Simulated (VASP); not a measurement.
Wanted: the native input for a VASP 6.6.1 run.

```
Task                   : electron localisation function
Functional             : PBE
Potentials or basis    : VASP PAW PBE potentials, release 64 (Sn_d, Se)
Cutoff                 : 520 eV
k mesh                 : 8 × 8 × 5
Occupations            : gaussian, width 0.02 eV
Spin                   : no spin polarisation
Further INCAR settings : ALGO = Fast; EDIFF = 1e-06
```

The structure of SnSe2 lies in POSCAR:

```
SnSe2
1.0
    3.8110000000      0.0000000000      0.0000000000
   -1.9055000000      3.3004228138      0.0000000000
    0.0000000000      0.0000000000      6.1360000000
Sn Se
1 2
Direct
    0.0000000000      0.0000000000      0.0000000000
    0.6666666667      0.3333333333      0.7510000000
    0.3333333333      0.6666666667      0.2490000000
```

The input as run:

INCAR

```
SYSTEM = SnSe2
PREC     = Accurate       ! precision mode
ENCUT    = 520            ! plane-wave cutoff, eV
EDIFF    = 1E-6           ! SCF threshold, eV
ISMEAR   = 0              ! smearing method
SIGMA    = 0.02           ! smearing width, eV
LREAL    = .False.        ! projectors in reciprocal space
LASPH    = .True.         ! aspherical terms in the spheres
NELM     = 80             ! most SCF steps
ALGO     = Fast           ! electronic algorithm
ISIF     = 2              ! what is computed and relaxed
LWAVE    = .False.        ! write WAVECAR
LCHARG   = .True.         ! write CHGCAR
GGA      = PE             ! functional
LELF     = .True.         ! ELF
```

KPOINTS

```
regular mesh
0
Gamma
  8 8 5
  0 0 0
```

Potentials or basis: VASP PAW PBE potentials, release 64 (Sn_d, Se).

Launch:

```bash
$ cat potpaw_PBE.64/Sn_d/POTCAR potpaw_PBE.64/Se/POTCAR > POTCAR
$ mpirun -np 1 vasp_std > vasp.out
```

It gave:

| Property | Result |
| --- | --- |
| Pressure | 5.6 GPa |
| Largest force | 0.804 eV/Å |
| Band gap on the k mesh | 0.81 eV, indirect (least direct gap 1.09 eV) |

Caveat: spin-orbit coupling is left out, which moves the levels of the heavy elements; an odd mesh through Γ misses points on the zone boundary, where band edges often lie; this functional lacks dispersion, which binds the layers, so the pressure and a relaxed spacing across them are unreliable.

It took 61 s on 1 thread of Intel(R) Xeon(R) Platinum 8375C CPU @ 2.90GHz (Ice Lake) (shared host), peak memory 0.22 GiB.
